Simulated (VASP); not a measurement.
TiO2 (Rutile):

```
Ti O
1.0
     4.59220    0.00000    0.00000
     0.00000    4.59220    0.00000
     0.00000    0.00000    2.95740
Ti O
2 4
Direct
  0.00000 0.00000 0.00000
  0.50000 0.50000 0.50000
  0.30496 0.30496 0.00000
  0.19504 0.80496 0.50000
  0.69504 0.69504 0.00000
  0.80496 0.19504 0.50000
```

Base run:

| Property | Result |
| --- | --- |
| Program | VASP 6.6.1 |
| Functional | r2SCAN |
| Potentials or basis | VASP PAW PBE potentials, release 64 (Ti_sv, O) |
| Cutoff | 520 eV |
| k mesh | 5 × 5 × 8 |
| Occupations | fermi-dirac, width 0.02 eV |
| Spin | no spin polarisation |

Its results: band gap on the k mesh 2.24 eV, direct; pressure 1.5 GPa; largest force 0.085 eV/Å.

Q: After a change of settings the same cell gave: band gap on the k mesh 3.39 eV, direct; pressure -2.0 GPa; largest force 0.065 eV/Å. Which change was it?
A. functional from r2SCAN to PBE
B. functional from r2SCAN to LDA; potentials or basis from VASP PAW PBE potentials, release 64 (Ti_sv, O) to VASP PAW LDA potentials, release 64 (Ti_sv, O)
C. functional from r2SCAN to HSE06; k mesh from 5 × 5 × 8 to 4 × 4 × 6
D. functional from r2SCAN to PBEsol

A: C.

Caveats: the PAW data sets were made with another functional, which shifts forces and pressure a little; an odd mesh through Γ misses points on the zone boundary, where band edges often lie (some runs).

Not every run made on this cell is shown here.
